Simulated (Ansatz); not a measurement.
Structures of KCl: which is lowest?

Plane-wave DFT in Ansatz with scalar-relativistic PAW potentials, cutoff 420 eV, Γ-centred meshes chosen by cell and gap, Gaussian smearing with energies taken to zero width. Every cell was relaxed (cell and atoms) in a run of its own, within the symmetry of its start. Functional: PBE.

Relaxed structures (starts from databases or built by putting these elements on another compound's sites):
A. Cmcm, 4 atoms in the computed cell, a = 4.112 Å, b = 12.389 Å, c = 4.849 Å; sites (symmetry × multiplicity) K m2m × 4, Cl m2m × 4; start: built
B. Fm-3m, 2 atoms in the computed cell, a = 6.378 Å; sites (symmetry × multiplicity) K m-3m × 4, Cl m-3m × 4; start: database
C. P6/mmm, 6 atoms in the computed cell, a = 7.465 Å, c = 4.441 Å; sites (symmetry × multiplicity) K mmm × 3, Cl -6m2 × 2 + 6/mmm × 1; start: built
D. P6_3/mmc, 4 atoms in the computed cell, a = 5.392 Å, c = 6.321 Å; sites (symmetry × multiplicity) K -6m2 × 2, Cl -6m2 × 2; start: built
E. Pm-3m, 2 atoms in the computed cell, a = 3.838 Å; sites (symmetry × multiplicity) K m-3m × 1, Cl m-3m × 1; start: database

Problem. Rank them by energy. Could pressure change the order?

Solution.
```tsv
structure	group	E − E(lowest) (meV/atom)	V (Å³/atom)	gap on mesh (eV)
B	Fm-3m	0.0	32.43	5.05
D	P6_3/mmc	41	39.78	4.71
A	Cmcm	58	30.88	4.81
E	Pm-3m	78	28.26	4.80
C	P6/mmm	200	35.72	3.26
```

B is lowest, 41 meV/atom under D. E is denser by 4.17 Å³/atom, so pressure favours it: ΔE/ΔV, with ΔE in eV and 1 eV/Å³ = 160.2 GPa, gives about 3.0 GPa for equal enthalpy if both cells were rigid, a rough figure since the two compress differently. Other structures may lie lower than all of these, and vibrations aren't counted.